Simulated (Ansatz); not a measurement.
# C: the cost of one run

Method: DFT PBE, scalar-relativistic, plane waves, PAW, in Ansatz 0.2.0.

**1. The structure to begin with**

Symmetry: P6_3/m, No. 176, hexagonal system. The conventional cell has a = 4.724 Å, b = 4.724 Å, c = 2.935 Å, α = 90.00°, β = 90.00°, γ = 120.00°. C (site symmetry m) is surrounded by 5 C at 1.81 to 1.95 Å. Around C (site symmetry -6) lie 9 C at 1.84 to 1.95 Å. C (site symmetry -3) is surrounded by 2 C at 1.47 Å.

Structure file:

```
CELL_PARAMETERS angstrom
4.72369 0.00000 0.00000
-2.36185 4.09084 0.00000
0.00000 0.00000 2.93540
ATOMIC_POSITIONS crystal
C 0.30485 0.92183 0.75000
C 0.69515 0.07817 0.25000
C 0.61698 0.69515 0.75000
C 0.38302 0.30485 0.25000
C 0.07817 0.38302 0.75000
C 0.92183 0.61698 0.25000
C 0.66667 0.33333 0.75000
C 0.33333 0.66667 0.25000
C 0.00000 0.00000 0.00000
C 0.00000 0.00000 0.50000
```

The cell is invented: one element on all sites of the Y3Ru2 type (P6_3/m, No. 176). Lengths come from tabulated atomic sizes and are only a guess.

**2. The guess as it stands, on a coarse mesh**

input.yaml

```yaml
crystal:
  lattice:
    - [4.7236937, 0.0, 0.0]
    - [-2.36184685, 4.09083874, 0.0]
    - [0.0, 0.0, 2.93539661]
  atoms:
    - { symbol: C, position: [0.30485001, 0.92183, 0.75] }
    - { symbol: C, position: [0.69514999, 0.07817, 0.25] }
    - { symbol: C, position: [0.61697999, 0.69514999, 0.75] }
    - { symbol: C, position: [0.38302001, 0.30485001, 0.25] }
    - { symbol: C, position: [0.07817, 0.38302001, 0.75] }
    - { symbol: C, position: [0.92183, 0.61697999, 0.25] }
    - { symbol: C, position: [0.66666667, 0.33333333, 0.75] }
    - { symbol: C, position: [0.33333333, 0.66666667, 0.25] }
    - { symbol: C, position: [0.0, 0.0, 0.0] }
    - { symbol: C, position: [0.0, 0.0, 0.5] }
basis:
  ecutwfc: 420
kpoints:
  mp_grid: { grid: [6, 6, 6] }
hamiltonian:
  xc: pbe
scf:
  occupations: { method: gaussian, width: 0.1 }
  lower_state_search: "off"
output:
  forces: true
  stress: true
  eigenvalues: true
```

The run is started by

```
$ ansatz run input.yaml --threads 1 --pin off --max-ram 2560MiB --backend cpu --events-out ev --progress --plain --runs-dir out
```

**Question.** How long does this run take on 1 thread of Intel Xeon at 2.50GHz (Skylake/Cascade Lake), shared host, and how much memory does it need?

About 5.9 s, with a peak of 0.34 GiB.
